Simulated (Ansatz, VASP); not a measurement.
# PtSe2 (Sudovikovite) in VASP and in Ansatz

The input INCAR:

```
  PREC = Accurate
  ENCUT = 600
  EDIFF = 1E-6
  ISMEAR = -1
  SIGMA = 0.15
  LREAL = F
  LASPH = T
  NELM = 100
  ALGO = Fast
  ISIF = 3
  LWAVE = F
  LCHARG = F
  IBRION = 2
  NSW = 80
  EDIFFG = -0.001
```

The input KPOINTS:

```
regular mesh
0
Gamma
  15 15 8
```

Contents of POSCAR:

```
PtSe2
1.0
    3.7411997911      0.0000000000      0.0000000000
   -1.8705998955      3.2399740597      0.0000000000
    0.0000000000      0.0000000000      4.7629254119
Pt Se
1 2
Direct
    0.0000000000      0.0000000000      0.0000000000
    0.3333333333      0.6666666667      0.2646107038
    0.6666666667      0.3333333333      0.7353892962
```

Input for Ansatz:

```yaml
crystal:
  lattice:
    - [3.7411997911, 0.0, 0.0]
    - [-1.8705998955, 3.2399740597, 0.0]
    - [0.0, 0.0, 4.7629254119]
  atoms:
    - { symbol: Pt, position: [0.0, 0.0, 0.0] }
    - { symbol: Se, position: [0.3333333333, 0.6666666667, 0.2646107038] }
    - { symbol: Se, position: [0.6666666667, 0.3333333333, 0.7353892962] }
basis:
  ecutwfc: 420
kpoints:
  mp_grid: { grid: [15, 15, 8] }
hamiltonian:
  xc: lda
scf:
  occupations: { method: fermi_dirac, width: 0.15 }
output:
  forces: true
  stress: true
  eigenvalues: true
relax:
  adjacent_minimum: "off"
  f_tol: 0.001
  max_steps: 60
  cell: { stress_tol: 0.01 }
```

Alike in both runs: task relaxation of cell and atoms; functional LDA; k mesh 15 × 15 × 8; occupations fermi-dirac, width 0.15 eV; no spin polarisation.

```csv
,VASP,Ansatz
version,VASP 6.6.1,Ansatz 0.2.0
potentials or method,"VASP PAW LDA potentials, release 64 (Pt, Se)","scalar-relativistic, plane waves, PAW"
plane-wave cutoff (eV),600,420
valence electrons in the cell,22,50
```

|  | VASP | Ansatz | Ansatz less VASP |
| --- | --- | --- | --- |
| gap on the k mesh at the Fermi level, each at its own relaxed structure (eV) | none | none | - |
| relaxed volume (Å³/atom) | 19.29 | 19.26 | -0.030 |
| relaxed cell length with the largest relative difference (Å) | 3.745 | 3.742 | -0.0040 |

A gap of «none» marks a metal or a gap that the smearing closes. The two sets of potentials don't hold the same shells in valence.

The runs have no spin-orbit coupling, so splittings on Pt are missing.
